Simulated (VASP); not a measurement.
MgSi: equation of state with PBEsol

The system is MgSi.

```
Si Mg
1.0
     2.90589    0.00000    0.00000
     0.00000    2.90589    0.00000
     0.00000    0.00000    4.00897
Si Mg
1 1
Direct
  0.50000 0.50000 0.50000
  0.00000 0.00000 0.00000
```

The cell comes from a database or a generator and needn't be the stable form of this composition.

* Program: VASP 6.6.1
* Task: equation of state
* Functional: PBEsol
* Potentials or basis: VASP PAW PBE potentials, release 64 (Si, Mg)
* Cutoff: 520 eV
* k mesh: 8 × 8 × 6
* Occupations: fermi-dirac, width 0.05 eV
* Spin: no spin polarisation

```json
{
 "Equilibrium volume": "16.92 Å³/atom",
 "Bulk modulus at fixed shape and positions": "69 GPa",
 "Pressure derivative of the bulk modulus": "4.4 (rough: it moves with the points fitted)"
}
```

Energy against volume, from the lowest point:
| volume (Å³/atom) | energy (meV/atom) |
| --- | --- |
| 16.249 | 6.12 |
| 16.588 | 1.44 |
| 16.926 | 0.00 |
| 17.265 | 1.46 |
| 17.603 | 5.54 |

All runs of the series together: 41 s on 1 thread of Intel(R) Xeon(R) Platinum 8259CL CPU @ 2.50GHz (Skylake/Cascade Lake), with other jobs on the host.

Caveat: the cell was scaled at fixed shape and fractional positions, which overstates the stiffness of a crystal with free parameters, most of all of layers and chains; the PAW data sets were made with another functional, which shifts forces and pressure a little.
